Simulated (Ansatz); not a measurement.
# Ge (P6_3/mmc) in Ansatz: a series of runs

One crystal, Ge, is run at these levels: LDA, PBE, PBEsol; tasks: relaxation of cell and atoms.

All numbers are computed with Ansatz 0.2.0; they aren't measurements. Logs are shortened: lines on timing, memory, paths and dates and some standing lists are left out, and cuts for length are marked.

## 1. The structure

The structure is hexagonal, space group P6_3/mmc (No. 194). Conventional cell: a = 3.998 Å, b = 3.998 Å, c = 6.599 Å, α = 90.00°, β = 90.00°, γ = 120.00°. Ge (site symmetry 3m) has 4 Ge at 2.45 to 2.47 Å as nearest neighbours.

This isn't the form of Ge at room conditions, which is diamond.

## 2. Relaxation of cell and atoms, LDA

Contents of input.yaml:

```yaml
crystal:
  lattice:
    - [3.9975858431, 0.0, 0.0]
    - [-1.9987929216, 3.462010894, 0.0]
    - [0.0, 0.0, 6.59937795]
  atoms:
    - { symbol: Ge, position: [0.3333333333, 0.6666666667, 0.93709875] }
    - { symbol: Ge, position: [0.6666666667, 0.3333333333, 0.43709875] }
    - { symbol: Ge, position: [0.3333333333, 0.6666666667, 0.56290125] }
    - { symbol: Ge, position: [0.6666666667, 0.3333333333, 0.06290125] }
hamiltonian:
  xc: lda
  pseudopotentials: { kind: paw }
kpoints:
  mp_grid: { grid: [6, 6, 3] }
scf:
  occupations: { method: fermi_dirac, width: 0.05 }
output:
  forces: true
  stress: true
  eigenvalues: true
relax:
  f_tol: 0.01
  max_steps: 40
  cell: { stress_tol: 0.05 }
```

Potentials or basis: Ansatz PAW.

On the command line:

```sh
> ansatz run input.yaml --threads 2 --pin off --max-ram 5632MiB --backend cpu --events-out ev --progress --plain --runs-dir out
```

What it wrote:

```text
Warning: RAYON_NUM_THREADS=2 ignored (pool sized by the plan → 2); use --threads N
Engine: ansatz 0.2.0, aarch64-unknown-linux-gnu
Pseudopotentials: kind: paw
Pseudopotential: Ge, paw, valence charge 14, recommended cutoff 420 eV (normal), Ge.paw.azcp
Functional definition: SPW92
  exchange = slater_x
  correlation = pw_c
Crystal: 4 atoms, lattice volume = 91.333 Å³
Basis set: ecut = 420 eV, 1763 PW (Γ)
Bands: 34, of which v1, the nominal top of the filled ones, is band 28 counted from 1 (27 counted from 0)
Symmetry: 24 space group operations
Space group: P63/mmc (ITA 194), of the structure as read, at distance tolerance 4.5e-5 Å
k-points: 14 of 108
Non-local potential: Ge, projectors of the file, l = 0: 2, l = 1: 2, l = 2: 3, l = 3: 1
PAW form: soft (Blöchl's): semilocal exchange-correlation on the pseudo side does not see the compensation charge
PAW frozen core: Ge, regenerated for the run's functional, and the local potential with it (the file was generated under x = pbe(κ = 0.804, μ = 0.2195149727645171), c = pbe(β = 0.06672455060314922))
PAW one-centre angular grid: Ge, 590 points (default); XC on 64 Gauss nodes
Initial density: superposition of atomic densities (neutral atoms: chi_scale 0, normalization atom), corrected by the library's trained network
Initial wavefunctions: pseudopotential atomic-orbital guess
Functional: x = slater, c = lda
SCF iter   1: F=—  HF=-16862.749400 eV  |F-HF|=—  |Δ(HF+E_count)|=         —  Δρ=4.77e-3  dr2=8.43e-3  ethr=1.77e-3  ⟨swp⟩=6.2  Hψ=1830  notcnv=0  defer=1
preconditioner: auto → Resta (q_TF=auto, 2.515 Å⁻¹)  ε∞=2.7  [insulator: Δε(μ)=0.256 eV  Ē_g=22.593 eV  σ=0.050 eV  W_gap=0.84  n_scr=22 (ndim 8)  ℏωp=29.1 eV  f_vac=0.070  D(μ)=0.12/eV (n_scr^D=0)  ε∞_Penn≈2.7]
SCF iter   2: F=—  HF=-16862.744663 eV  |F-HF|=—  |Δ(HF+E_count)|=   4.74e-3  Δρ=2.74e-3  dr2=2.65e-3  ethr=1.51e-5  ⟨swp⟩=1.0  Hψ=588  notcnv=0  defer=1
SCF iter   3: F=—  HF=-16862.744306 eV  |F-HF|=—  |Δ(HF+E_count)|=   3.58e-4  Δρ=6.05e-4  dr2=1.59e-4  ethr=4.74e-6  ⟨swp⟩=2.0  Hψ=756  notcnv=0  defer=1
SCF iter   4: F=—  HF=-16862.744085 eV  |F-HF|=—  |Δ(HF+E_count)|=   2.21e-4  Δρ=1.53e-4  dr2=1.27e-5  ethr=2.84e-7  ⟨swp⟩=2.0  Hψ=856  notcnv=0  defer=1
SCF iter   5: F=—  HF=-16862.744090 eV  |F-HF|=—  |Δ(HF+E_count)|=   4.82e-6  Δρ=8.93e-5  dr2=3.49e-6  ethr=2.26e-8  ⟨swp⟩=1.0  Hψ=464  notcnv=0  defer=1
SCF iter   6: F=-16862.744087 eV  HF=-16862.744087 eV  |F-HF|=4.49e-8  |Δ(HF+E_count)|=   2.96e-6  Δρ=6.58e-6  dr2=2.55e-8  ethr=1.79e-10  ⟨swp⟩=5.4  Hψ=2004  notcnv=0
[... 48 lines left out ...]
basis re-selected at this cell: Δ(F+E_penalty+E_count) = +4.162e-4 eV, ΔP = +0.002 GPa vs the last step (what re-selecting the basis moved, of the pressure what is left beyond the Pulay correction that the steps carried, after the strain that the cell walked since its last selection, with what the two solves' SCF thresholds leave and, on support functions, any second-order correction that the steps lacked; it is no measure of the basis error at this ecutwfc). This SCF's stress stands 1.16e-2 GPa from its target on what of the cell is left free (relax.cell.stress_tol is 5.00e-2 GPa) and its largest allowed force component is 6.50e-4 eV/Å (relax.f_tol is 1.00e-2 eV/Å): within both
SCF converged after 5 iterations
Free energy (F): -16862.758451 eV
Harris-Foulkes:  -16862.758451 eV  (|F-HF|=0.00e0)
Internal energy: -16862.755729 eV  (E = F + TS)
E sigma→0 (E₀):  -16862.757090 eV
Entropy (-TS):   -0.002721 eV (-0.680 meV/atom)
Fermi energy:    8.617011 eV
--- Per-component energies (eV) ---
  E_band       = -606.983012
  E_kinetic    = 449.328538
  E_local      = -9862.494454  (includes V_loc(G=0)·N_el)
  E_nonlocal   = 1687.203048
  E_hartree    = 4324.964949
  E_xc         = -301.704696
  E_vxc        = -261.680450  (∫ρ·V_xc dr)
  E_paw        = -7765.919308  (= ΣΔE_a)
  E_vpaw       = -1269.270488  (= ΣTr[D̂ρ^β])
  E_aug_tail   = 0.001093  (compensation charges beyond the density's cutoff)
  E_ewald      = -5401.768204
  E_core_change = 7.633305  (= ΣΔE_core)
  E_smearing   = -0.002721  (= −TS)
  E_closure    = -0.000000  (closes the sum)
  Σ components = -16862.758451   (vs F -16862.758451, Δ=0.00e0)
--- Forces (eV/Å), atoms counted from 1 ---
  atom   1  Ge     0.00000000    -0.00000000     0.00065014
  atom   2  Ge    -0.00000000     0.00000000     0.00065014
  atom   3  Ge     0.00000000    -0.00000000    -0.00065014
  atom   4  Ge    -0.00000000     0.00000000    -0.00065014
  max |Σ_I F_I| component: 4.16e-17 eV/Å
--- Stress (GPa, compression-positive) ---
       -0.001682      -0.000000       0.000000
        0.000000      -0.001682       0.000000
        0.000000       0.000000       0.011584
  P = ⅓ Tr σ = 0.0027 GPa (0.027 kbar)
--- Band table (eV; the first three rows and the last of 14) ---
  k-point 0: bands = ["-16.4661", "-16.4661", "-16.4280", "-16.4247", "-16.4247", "-16.4128", "-16.3991", "-16.3991", "-16.3420", "-16.3420", "-16.2100", "-16.2100", "-16.1944", "-16.1758", "-16.1755", "-16.1755", "-16.1537", "-16.1537", "-16.1231", "-16.1231", "-4.4566", "-2.3346", "0.7890", "7.0354", "7.0354", "8.4025", "8.4236", "8.6234", "8.6968", "8.6968", "10.7970", "10.7970", "11.3452", "13.1580"]
  k-point 1: bands = ["-16.4582", "-16.4582", "-16.4393", "-16.4393", "-16.4232", "-16.4155", "-16.3824", "-16.3824", "-16.3560", "-16.3560", "-16.1999", "-16.1999", "-16.1909", "-16.1832", "-16.1832", "-16.1816", "-16.1452", "-16.1452", "-16.1301", "-16.1301", "-4.1152", "-3.1682", "2.3113", "5.2390", "7.3337", "7.3337", "8.1059", "8.1059", "8.7687", "9.7155", "11.4068", "11.4068", "12.4815", "12.4815"]
  k-point 2: bands = ["-16.4803", "-16.4712", "-16.4420", "-16.4336", "-16.4240", "-16.3969", "-16.3849", "-16.3696", "-16.3277", "-16.3225", "-16.2329", "-16.2319", "-16.2241", "-16.1869", "-16.1713", "-16.1691", "-16.1591", "-16.1443", "-16.1149", "-16.1062", "-4.1511", "-2.0179", "0.8093", "4.9722", "5.8699", "6.4675", "7.8337", "8.1466", "9.6053", "10.1932", "11.4356", "11.5728", "11.8775", "13.7146"]
  k-point 13: bands = ["-16.4889", "-16.4777", "-16.4662", "-16.4662", "-16.3764", "-16.3764", "-16.3285", "-16.3112", "-16.2944", "-16.2944", "-16.2756", "-16.2756", "-16.2407", "-16.2325", "-16.2167", "-16.2167", "-16.1178", "-16.1178", "-16.1043", "-16.0940", "-1.3395", "-1.3395", "0.4162", "0.4162", "3.7482", "4.6218", "6.0386", "6.0386", "10.5199", "10.5199", "11.2870", "14.1376", "14.2550", "14.2550"]
--- Relaxed structure (4 steps of the walk, 4 accepted, 1 SCFs on fresh bases) ---
  F+E_penalty+E_count = -16862.75845061 eV   max|allowed force component| = 6.501e-4 eV/Å   (the final SCF, on the basis selected at the relaxed cell)
  cell:  # Å, volume = 88.8096 Å³
    - [3.965118105816436, 2.8633046151133956e-11, 0.0]
    - [-1.9825590529330148, 3.4338930086283512, 0.0]
    - [0.0, 0.0, 6.522545393374851]
  atoms:
    - { symbol: Ge, position: [0.3333333333333332, 0.6666666666666664, 0.9372074031817484] }
    - { symbol: Ge, position: [0.6666666666666665, 0.3333333333333332, 0.43720740318174856] }
    - { symbol: Ge, position: [0.3333333333333332, 0.6666666666666664, 0.5627925968182514] }
    - { symbol: Ge, position: [0.6666666666666665, 0.3333333333333332, 0.06279259681825144] }
```

Run time: 6.3 s. Hardware: 2 threads of Arm Neoverse V1, shared host; peak memory 0.35 GiB.

What came out:

```
Free energy                            : -16862.7585 eV
Relaxed volume                         : 22.20 Å³/atom
Relaxed cell                           : a = 3.965 Å, b = 3.965 Å, c = 6.523 Å, α = 90.00°, β = 90.00°, γ = 120.00°
Space group after relaxing (to 0.05 Å) : P6_3/mmc (No. 194)
Energy gained by relaxing              : 3.6 meV/atom
Ionic steps                            : 5
Pressure after relaxing                : 0.0 GPa
Band gap on the k mesh                 : none (metal or under the smearing width)
```

The path:
```
step  energy change (eV)  largest force (eV/Å)  volume (Å³)
   1              0.0000                0.0117        91.33
   2             -0.0141                0.0124        89.30
   3             -0.0147                0.0097        88.78
   4             -0.0148                0.0007        88.81
   5             -0.0144                0.0006        88.81
```

Final structure:
```
CELL_PARAMETERS angstrom
3.96512 0.00000 0.00000
-1.98256 3.43389 0.00000
0.00000 0.00000 6.52255
ATOMIC_POSITIONS crystal
Ge 0.33333 0.66667 0.93721
Ge 0.66667 0.33333 0.43721
Ge 0.33333 0.66667 0.56279
Ge 0.66667 0.33333 0.06279
```

Caveat: the plane-wave basis is chosen anew once the cell has moved, so the energies of steps on either side of that aren't comparable; the PAW data sets come from PBE, with cores solved anew for the run's functional, which leaves a small shift of forces and pressure.

## 3. Relaxation of cell and atoms, PBE

input.yaml: that of step 2 with these lines changed.

```diff
@@ -11,3 +11,3 @@
 hamiltonian:
-  xc: lda
+  xc: pbe
   pseudopotentials: { kind: paw }
```

Potentials or basis: Ansatz PAW.

On the command line:

```sh
> ansatz run input.yaml --threads 2 --pin off --max-ram 5632MiB --backend cpu --events-out ev --progress --plain --runs-dir out
```

It took 6.8 s on 2 threads of Arm Neoverse V1, shared host; peak memory 0.37 GiB.

It converged, with:

```yaml
Free_energy: -17179.8175 eV
Relaxed_volume: 23.94 Å³/atom
Relaxed_cell: a = 4.067 Å, b = 4.067 Å, c = 6.686 Å, α = 90.00°, β = 90.00°, γ = 120.00°
Space_group_after_relaxing_to_0.05_Å: P6_3/mmc (No. 194)
Energy_gained_by_relaxing: 10.3 meV/atom
Ionic_steps: 5
Pressure_after_relaxing: 0.0 GPa
Band_gap_on_the_k_mesh: 0.23 eV, direct
```

Step by step:
```csv
step,energy change (eV),largest force (eV/Å),volume (Å³)
1,0.0000,0.0275,91.33
2,-0.0392,0.0204,94.91
3,-0.0404,0.0105,95.72
4,-0.0405,0.0013,95.76
5,-0.0412,0.0013,95.76
```

Final structure:
```
CELL_PARAMETERS angstrom
4.06654 0.00000 0.00000
-2.03327 3.52173 0.00000
0.00000 0.00000 6.68638
ATOMIC_POSITIONS crystal
Ge 0.33333 0.66667 0.93730
Ge 0.66667 0.33333 0.43730
Ge 0.33333 0.66667 0.56270
Ge 0.66667 0.33333 0.06270
```

Levels at points of the mesh, in eV from the valence-band top:
| k point | band 26 | band 27 | band 28 | band 29 | band 30 | band 31 |
| --- | --- | --- | --- | --- | --- | --- |
| (0.00, 0.00, 0.00) | -0.30 | -0.11 | 0.00 | 0.23 | 0.23 | 2.37 |
| (0.00, -0.50, 0.00) | -2.79 | -2.50 | -1.24 | 0.70 | 1.65 | 3.71 |

Caveat: odd divisions of the mesh miss points on the zone boundary, where band edges often lie, so the gap on the mesh can be too wide; the plane-wave basis is chosen anew once the cell has moved, so the energies of steps on either side of that aren't comparable. A k mesh can miss the band edges.

## 4. Relaxation of cell and atoms, PBEsol

input.yaml: that of step 3 with these lines changed.

```diff
@@ -11,3 +11,3 @@
 hamiltonian:
-  xc: pbe
+  xc: pbesol
   pseudopotentials: { kind: paw }
```

On the command line:

```sh
> ansatz run input.yaml --threads 2 --pin off --max-ram 5632MiB --backend cpu --events-out ev --progress --plain --runs-dir out
```

Wall time 5.1 s (2 threads of Arm Neoverse V1, shared host); peak memory 0.37 GiB.

Results (log left out):

- Free energy: -17013.8692 eV
- Relaxed volume: 22.87 Å³/atom
- Relaxed cell: a = 4.004 Å, b = 4.004 Å, c = 6.587 Å, α = 90.00°, β = 90.00°, γ = 120.00°
- Space group after relaxing (to 0.05 Å): P6_3/mmc (No. 194)
- Energy gained by relaxing: 0.1 meV/atom
- Ionic steps: 4
- Pressure after relaxing: 0.0 GPa
- Largest force after relaxing: 0.003 eV/Å
- Band gap on the k mesh: 0.17 eV, direct

Forces in eV/Å, atoms in the order of the input:
```
Ge   0.000  0.000 -0.003
Ge   0.000  0.000 -0.003
Ge   0.000  0.000  0.003
Ge   0.000  0.000  0.003
```

Step by step:
| step | energy change (eV) | largest force (eV/Å) | volume (Å³) |
| --- | --- | --- | --- |
| 1 | 0.0000 | 0.0203 | 91.33 |
| 2 | -0.0003 | 0.0161 | 91.46 |
| 3 | -0.0004 | 0.0034 | 91.47 |
| 4 | -0.0004 | 0.0034 | 91.47 |

Final structure:
```
Ge
1.0
     4.00430    0.00000    0.00000
    -2.00215    3.46782    0.00000
     0.00000    0.00000    6.58734
Ge
4
Direct
  0.33333 0.66667 0.93723
  0.66667 0.33333 0.43723
  0.33333 0.66667 0.56277
  0.66667 0.33333 0.06277
```

Levels at points of the mesh, in eV from the valence-band top:
| k point | band 25 | band 26 | band 27 | band 28 | band 29 | band 30 | band 31 | band 32 |
| --- | --- | --- | --- | --- | --- | --- | --- | --- |
| (0.00, 0.00, 0.00) | -1.44 | -0.13 | -0.09 | 0.00 | 0.17 | 0.17 | 2.27 | 2.27 |
| (0.00, -0.50, 0.00) | -4.55 | -3.03 | -2.78 | -1.39 | 0.49 | 1.66 | 3.55 | 3.71 |

Caveat: odd divisions of the mesh miss points on the zone boundary, where band edges often lie, so the gap on the mesh can be too wide; the plane-wave basis is chosen anew once the cell has moved, so the energies of steps on either side of that aren't comparable; the PAW data sets come from PBE, with cores solved anew for the run's functional, which leaves a small shift of forces and pressure. A k mesh can miss the band edges.

## 5. Overview

| level | gap on the mesh (eV) | pressure (GPa) | relaxed volume (Å³/atom) |
| --- | --- | --- | --- |
| LDA | none | 0.0 | 22.20 |
| PBE | 0.23 | 0.0 | 23.94 |
| PBEsol | 0.17 | 0.0 | 22.87 |

Alike in all rows: task relaxation of cell and atoms; potentials or basis Ansatz PAW; no spin polarisation; cell relaxed; k mesh 6 × 6 × 3; cutoff (eV) 420; smearing fermi-dirac 0.05 eV.

Caveats: the plane-wave basis is chosen anew once the cell has moved, so the energies of steps on either side of that aren't comparable; the PAW data sets come from PBE, with cores solved anew for the run's functional, which leaves a small shift of forces and pressure (some runs); odd divisions of the mesh miss points on the zone boundary, where band edges often lie, so the gap on the mesh can be too wide (some runs).

Total energies depend on the potentials used, so only differences within one code and one set of settings carry meaning.
